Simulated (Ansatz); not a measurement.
# Co (P-3m1) in Ansatz: settings compared

One crystal, Co, is run at these levels: r2SCAN, PBE; tasks: single point, equation of state, phonons.

Everything below comes from runs of Ansatz 0.2.0. Logs are shortened: lines on timing, memory, paths and dates and some standing lists are left out, and cuts for length are marked.

## Step 1: The crystal as given

The structure is trigonal, space group P-3m1 (No. 164). Conventional cell: a = 2.487 Å, b = 2.487 Å, c = 4.063 Å, α = 90.00°, β = 90.00°, γ = 120.00°. Around Co (site symmetry 3m) lie 12 Co at 2.42 to 2.55 Å.

## Step 2: Single point, r2SCAN, collinear spin, ferromagnetic start, 10.23 Å³/atom (volume scaled by 0.94)

Input file input.yaml:

```yaml
crystal:
  lattice:
    - [2.4365880777, 0.0, 0.0]
    - [-1.2182940388, 2.1101471738, 0.0]
    - [0.0, 0.0, 3.9803419532]
  atoms:
    - { symbol: Co, position: [0.3333333333, 0.6666666667, 0.740139], spin: 2.0 }
    - { symbol: Co, position: [0.6666666667, 0.3333333333, 0.259861], spin: 2.0 }
hamiltonian:
  xc: r2scan
  pseudopotentials: { kind: paw }
magnetization:
  spin_polarized: true
kpoints:
  mp_grid: { grid: [12, 12, 7] }
scf:
  occupations: { method: fermi_dirac, width: 0.05 }
output:
  forces: true
  stress: true
  eigenvalues: true
  write_density: true
  write_potential: true
  elf: true
  volumetric_format: npy
```

Potentials or basis: Ansatz PAW.

Started as:

```console
ansatz run input.yaml --threads 2 --pin off --max-ram 5632MiB --backend cpu --events-out ev --progress --plain --runs-dir out
```

Log:

```text
Warning: RAYON_NUM_THREADS=2 ignored (pool sized by the plan → 2); use --threads N
Engine: ansatz 0.2.0, x86_64-unknown-linux-gnu
Pseudopotentials: kind: paw
Pseudopotential: Co, paw, valence charge 17, recommended cutoff 500 eV (meta_gga), Co.paw.azcp
Functional definition: r2SCAN
  parameter k0 = 0.174
  parameter k1 = 0.065
  parameter a1 = 4.9479
  exchange = r2scan_x(k0 = k0, k1 = k1, a1 = a1)
  correlation = r2scan_c
Crystal: 2 atoms, lattice volume = 20.465 Å³
Basis set: ecut = 500 eV, 549 PW (Γ), exchange–correlation on 72×72×120 points (64 copies of the dense FFT grid, shifted against one another)
Bands: 23, of which v1, the nominal top of the filled ones, is band 17 counted from 1 (16 counted from 0)
Symmetry: 12 space group operations
Space group: P-3m1 (ITA 164), of the structure as read, at distance tolerance 2.7e-5 Å
Magnetic group: BNS 164.85 (UNI 1315), of the structure as read, at distance tolerance 2.7e-5 Å
k-points: 112 of 1008
Non-local potential: Co, projectors of the file, l = 0: 3, l = 1: 2, l = 2: 3, l = 3: 1
PAW form: soft (Blöchl's): semilocal exchange-correlation on the pseudo side does not see the compensation charge
PAW frozen core: Co, regenerated for the run's functional (the file was generated under x = pbe(κ = 0.804, μ = 0.2195149727645171), c = pbe(β = 0.06672455060314922))
PAW one-centre angular grid: Co, 590 points (default); XC on 160 Gauss nodes
Initial density: superposition of atomic densities (chi_scale 0.1, normalization cell)
Starting moments: Σ|m| = 4 μB on 2 of 2 sites
Initial wavefunctions: pseudopotential atomic-orbital guess
Functional: x = r2scan, c = r2scan; τ floored in thin density (d = 2e-4 eV/Å³)
SCF iter   1: F=—  HF=-10261.913423 eV  |F-HF|=—  |Δ(HF+E_count)|=         —  Δρ=1.05e-1 (↑3.04e-2 ↓1.05e-1)  dr2=2.20e0  dr2_τ=1.80e-2  dr2_m=2.86e-1  M=3.697 μB ∫|m|=3.917 μB  β_m=1.00  ethr=3.10e-3  ⟨swp⟩=5.5  Hψ=19678  notcnv=0
Mixer restart at iter 1: flushing history
preconditioner: auto → none  [metal: Δε(μ)=0.005 eV  Ē_g=10.263 eV  σ=0.050 eV  W_gap=0.03  n_scr=2 (ndim 8)  ℏωp=34.8 eV  f_vac=0.000  D(μ)=0.96/eV (n_scr^D=2)  sad-step TF]
SCF iter   2: F=—  HF=-10261.525832 eV  |F-HF|=—  |Δ(HF+E_count)|=   3.88e-1  Δρ=2.83e-2 (↑1.00e-2 ↓2.83e-2)  dr2=1.82e-1  dr2_τ=1.97e-2  dr2_m=3.49e-2  M=3.639 μB ∫|m|=4.088 μB  β_m=1.00  ethr=3.10e-3  ⟨swp⟩=2.3  Hψ=9292  notcnv=0  defer=210  κ⁻¹=1.0e0(r=1)
SCF iter   3: F=—  HF=-10262.186888 eV  |F-HF|=—  |Δ(HF+E_count)|=         —  Δρ=8.56e-3 (↑8.55e-3 ↓8.56e-3)  dr2=1.66e-2  dr2_τ=9.24e-4  dr2_m=1.50e-4  M=3.600 μB ∫|m|=4.163 μB  β_m=1.00  ethr=5.35e-4  ⟨swp⟩=2.1  Hψ=7303  notcnv=0  defer=210
Mixer restart at iter 3: flushing history
SCF iter   4: F=—  HF=-10262.538055 eV  |F-HF|=—  |Δ(HF+E_count)|=   3.51e-1  Δρ=7.73e-3 (↑7.24e-3 ↓7.73e-3)  dr2=1.38e-2  dr2_τ=4.79e-4  dr2_m=6.48e-5  M=3.589 μB ∫|m|=4.163 μB  β_m=1.00  ethr=4.89e-5  ⟨swp⟩=2.7  Hψ=9511  notcnv=0  defer=197  κ⁻¹=1.0e0(r=1)
SCF iter   5: F=—  HF=-10262.713152 eV  |F-HF|=—  |Δ(HF+E_count)|=   1.75e-1  Δρ=6.72e-3 (↑5.55e-3 ↓6.72e-3)  dr2=1.07e-2  dr2_τ=3.41e-4  dr2_m=9.09e-5  M=3.581 μB ∫|m|=4.157 μB  β_m=1.00  ethr=4.06e-5  ⟨swp⟩=2.0  Hψ=8255  notcnv=0  defer=192  κ⁻¹=6.5e-2(r=2)
[... 10 lines left out ...]
SCF iter  16: F=-10263.034438 eV  HF=-10263.034438 eV  |F-HF|=2.77e-9  |Δ(HF+E_count)|=   2.25e-7  Δρ=1.74e-6 (↑1.33e-6 ↓1.74e-6)  dr2=6.90e-10  dr2_τ=8.07e-12  dr2_m=3.02e-11  M=3.515 μB ∫|m|=4.088 μB  ethr=3.33e-11  ⟨swp⟩=8.3  Hψ=33632  notcnv=0
SCF 1 converged in 16 iterations: F = -10263.034438 eV  dr2 = 6.90e-10
the search or the solves at the SCF's close seem to have found levels that the self-consistency loop had missed (the run counts 1). By its estimate they hold under 1e-12 electrons; where the run keeps them, the occupations were computed again with them
this state was not tested for a lower state beside it, because the mixer in use, unlike msr1, does not test its closes by its own steps (another_mixer; see scf.mixing.algorithm and scf.lower_state_search)
SCF converged after 16 iterations
Magnetization: 3.5150 μB (18.7575 up, 15.2425 down)
Absolute magnetization: 4.0916 μB (∫|ρ↑−ρ↓|, with the PAW one-centre terms)
Spin contamination: 0.1214 ħ² per cell (⟨S²⟩ above its minimum at these occupations)
Per-site moments (μB) at R_I (Å): [(1.8899328205786021, 0.9790661138802886), (1.8899328205786028, 0.9790661138802886)]
Free energy (F): -10263.034438 eV
Harris-Foulkes:  -10263.034438 eV  (|F-HF|=2.77e-9)
Internal energy: -10263.025123 eV  (E = F + TS)
E sigma→0 (E₀):  -10263.029781 eV
Entropy (-TS):   -0.009315 eV (-4.658 meV/atom)
Fermi energy:    20.117585 eV
--- Per-component energies (eV) ---
  E_band       = -495.793132
  E_kinetic    = 911.869897
  E_local      = -5513.555804  (includes V_loc(G=0)·N_el)
  E_nonlocal   = 912.057067
  E_hartree    = 2320.882304
  E_xc         = -316.716095
  E_vxc        = -462.031548  (∫ρ·V_xc dr)
  E_paw        = -3047.942796  (= ΣΔE_a)
  E_vpaw       = -1015.474439  (= ΣTr[D̂ρ^β])
  E_aug_tail   = 0.000067  (compensation charges beyond the density's cutoff)
  E_vtau       = 29.574708  (kinetic-family band-sum trace: ∫τ·v_τ [+ j·A + Jᵃ·Aᵃ] dr)
  E_ewald      = -5529.029351
  E_core_change = -0.590412  (= ΣΔE_core)
  E_smearing   = -0.009315  (= −TS)
  E_closure    = 0.000000  (closes the sum)
  Σ components = -10263.034438   (vs F -10263.034438, Δ=0.00e0)
--- Forces (eV/Å), atoms counted from 1 ---
  atom   1  Co     0.00000000    -0.00000000     0.40713896
  atom   2  Co    -0.00000000     0.00000000    -0.40713896
  max |Σ_I F_I| component: 5.55e-17 eV/Å
--- Stress (GPa, compression-positive) ---
       11.595156       0.000000       0.000000
        0.000000      11.595156       0.000000
        0.000000       0.000000      11.643615
  P = ⅓ Tr σ = 11.6113 GPa (116.113 kbar)
--- Band table (eV; the first three rows and the last of 224) ---
  k-point 0 ↑: bands = ["-80.3281", "-80.2569", "-42.3123", "-41.9507", "-41.9507", "-41.9111", "-41.8928", "-41.8928", "10.2657", "13.9586", "16.5620", "16.5924", "16.5924", "16.9476", "16.9476", "17.3272", "17.3272", "18.5376", "18.5376", "19.6485", "26.5627", "43.1303", "46.2657"]
  k-point 1 ↑: bands = ["-80.3250", "-80.2600", "-42.2939", "-41.9481", "-41.9481", "-41.9301", "-41.8953", "-41.8953", "10.4846", "13.9350", "16.5053", "16.5406", "16.5406", "16.8924", "16.8924", "17.4516", "17.4516", "18.5264", "18.5264", "18.8070", "27.8060", "43.0061", "44.8366"]
  k-point 2 ↑: bands = ["-80.3165", "-80.2685", "-42.2431", "-41.9822", "-41.9413", "-41.9413", "-41.9021", "-41.9021", "11.1177", "13.7531", "16.3523", "16.4736", "16.4736", "16.7626", "16.7626", "17.3852", "17.7151", "17.7151", "18.4736", "18.4736", "30.5356", "41.0804", "43.4820"]
  k-point 111 ↓: bands = ["-77.2045", "-77.2045", "-39.2437", "-39.2437", "-39.1764", "-39.1229", "-38.9621", "-38.9621", "16.8705", "17.1034", "17.1034", "17.1178", "18.0636", "18.0636", "19.6074", "20.4497", "21.4363", "21.4363", "26.8289", "26.8289", "28.0121", "29.3223", "31.4824"]
```

It took 46 s on 2 threads of Intel Xeon at 2.50GHz (Skylake/Cascade Lake), shared host; peak memory 0.47 GiB.

Results:

| Item | Value |
| --- | --- |
| Free energy | -10263.0344 eV |
| Pressure | 11.6 GPa |
| Largest force | 0.407 eV/Å |
| Band gap on the k mesh | none (metal or under the smearing width) |
| Net moment | 3.52 μB per cell |
| Absolute moment | 4.09 μB per cell |
| Site moments | Co +1.89 μB |

Caveat: the magnetic or orbital state may not be the lowest; the PAW data sets come from PBE, with cores solved anew for the run's functional, which leaves a small shift of forces and pressure.

## Step 3: Single point, r2SCAN, collinear spin, ferromagnetic start, 10.45 Å³/atom (volume scaled by 0.96)

input.yaml: that of step 2 with these lines changed.

```diff
@@ -2,5 +2,5 @@
   lattice:
-    - [2.4365880777, 0.0, 0.0]
-    - [-1.2182940388, 2.1101471738, 0.0]
-    - [0.0, 0.0, 3.9803419532]
+    - [2.453747714, 0.0, 0.0]
+    - [-1.226873857, 2.1250078548, 0.0]
+    - [0.0, 0.0, 4.0083734539]
   atoms:
@@ -21,5 +21 @@
   eigenvalues: true
-  write_density: true
-  write_potential: true
-  elf: true
-  volumetric_format: npy
```

Potentials or basis: Ansatz PAW.

Started as:

```console
ansatz run input.yaml --threads 2 --pin off --max-ram 5632MiB --backend cpu --events-out ev --progress --plain --runs-dir out
```

Wall time 48 s (2 threads of Intel Xeon at 2.50GHz (Skylake/Cascade Lake), shared host); peak memory 0.46 GiB.

Results (log left out):

* Free energy: -10263.0584 eV
* Pressure: 6.1 GPa
* Largest force: 0.329 eV/Å
* Band gap on the k mesh: none (metal or under the smearing width)
* Net moment: 3.55 μB per cell
* Absolute moment: 4.14 μB per cell
* Site moments: Co +1.91 μB

Caveat: the magnetic or orbital state may not be the lowest; the PAW data sets come from PBE, with cores solved anew for the run's functional, which leaves a small shift of forces and pressure.

## Step 4: Single point, r2SCAN, collinear spin, ferromagnetic start, 10.67 Å³/atom (volume scaled by 0.98)

input.yaml: that of step 3 with these lines changed.

```diff
@@ -2,5 +2,5 @@
   lattice:
-    - [2.453747714, 0.0, 0.0]
-    - [-1.226873857, 2.1250078548, 0.0]
-    - [0.0, 0.0, 4.0083734539]
+    - [2.4706706468, 0.0, 0.0]
+    - [-1.2353353234, 2.1396635445, 0.0]
+    - [0.0, 0.0, 4.0360182824]
   atoms:
```

Started as:

```console
ansatz run input.yaml --threads 2 --pin off --max-ram 5632MiB --backend cpu --events-out ev --progress --plain --runs-dir out
```

Wall time 51 s (2 threads of Intel Xeon at 2.50GHz (Skylake/Cascade Lake), shared host); peak memory 0.48 GiB.

The run converged. Its results:

```
Free energy            : -10263.0682 eV
Pressure               : 1.1 GPa
Largest force          : 0.258 eV/Å
Band gap on the k mesh : none (metal or under the smearing width)
Net moment             : 3.58 μB per cell
Absolute moment        : 4.18 μB per cell
Site moments           : Co +1.93 μB
```

Caveat: the magnetic or orbital state may not be the lowest; the PAW data sets come from PBE, with cores solved anew for the run's functional, which leaves a small shift of forces and pressure.

(Part 1 of 2 ends here.)
